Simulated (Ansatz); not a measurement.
**Relaxation of TiCo$_{3}$**

Level of theory: DFT r2SCAN, scalar-relativistic, plane waves, PAW in Ansatz. Settings: 500 eV cutoff, 12×12×12 k-mesh, Gaussian smearing of 0.10 eV, collinear spin.

What was changed: relaxed at 40 GPa.

With moments and this functional the run may sit in a state above the lowest one.

Other phases may be more stable at this pressure.

Command:

```bash
ansatz run input.yaml --threads 1 --pin off --max-ram 2560MiB --backend cpu --events-out ev --progress --plain --runs-dir out
```

Input:

```yaml
crystal:
  lattice:
    - [3.4160686044, 0.0, 0.0]
    - [0.0, 3.4160686044, 0.0]
    - [0.0, 0.0, 3.4160686044]
  atoms:
    - { symbol: Ti, position: [0.0, 0.0, 0.0], spin: -0.57 }
    - { symbol: Co, position: [0.0, 0.5, 0.5], spin: 1.38 }
    - { symbol: Co, position: [0.5, 0.0, 0.5], spin: 1.38 }
    - { symbol: Co, position: [0.5, 0.5, 0.0], spin: 1.38 }
basis:
  ecutwfc: 500
kpoints:
  mp_grid: { grid: [12, 12, 12] }
hamiltonian:
  xc: r2scan
scf:
  occupations: { method: gaussian, width: 0.1 }
output:
  forces: true
  stress: true
  eigenvalues: true
  populations: true
magnetization:
  spin_polarized: true
relax:
  adjacent_minimum: "off"
  f_tol: 0.008
  max_steps: 50
  cell: { stress_tol: 0.08, p_target: 40.0 }
```

F is the free energy. Steps run on the plane waves of an earlier cell, but the last one, and at times one on the way, on a freshly chosen basis, so a repeated geometry can differ a little in energy. The relaxation lowers the enthalpy F + PV at the target pressure, so F itself can rise.

Steps:

| step | F − F(1) (eV) | largest force component (eV/Å) | V (Å³/atom) | P (GPa) |
| --- | --- | --- | --- | --- |
| 1 | 0.0000 | 0.000 | 9.966 | 41.16 |
| 2 | -0.0213 | 0.000 | 9.987 | 40.38 |
| 3 | -0.0315 | 0.000 | 9.997 | 40.00 |
| 4 | -0.0316 | 0.000 | 9.997 | 40.01 |

Relaxed structure:

```cif
data_structure
_symmetry_space_group_name_H-M 'P 1'
_symmetry_Int_Tables_number 1
_cell_length_a 3.4196
_cell_length_b 3.4196
_cell_length_c 3.4196
_cell_angle_alpha 90.000
_cell_angle_beta 90.000
_cell_angle_gamma 90.000
_cell_volume 39.99
loop_
_atom_site_label
_atom_site_type_symbol
_atom_site_fract_x
_atom_site_fract_y
_atom_site_fract_z
_atom_site_occupancy
Ti1 Ti 0.00000 0.00000 0.00000 1
Co1 Co 0.00000 0.50000 0.50000 1
Co2 Co 0.50000 0.00000 0.50000 1
Co3 Co 0.50000 0.50000 0.00000 1
```

The structure is cubic, space group Pm-3m (No. 221). The conventional cell has a = 3.420 Å, b = 3.420 Å, c = 3.420 Å, α = 90.00°, β = 90.00°, γ = 90.00°. Ti (site symmetry m-3m) is surrounded by 12 Co at 2.42 Å. Around Co (site symmetry 4/mmm) lie 4 Ti at 2.42 Å and 8 Co at 2.42 Å.

The run converged. It took 3.3 min on 1 thread of Arm Neoverse V2, on a shared host, peak memory 0.63 GiB.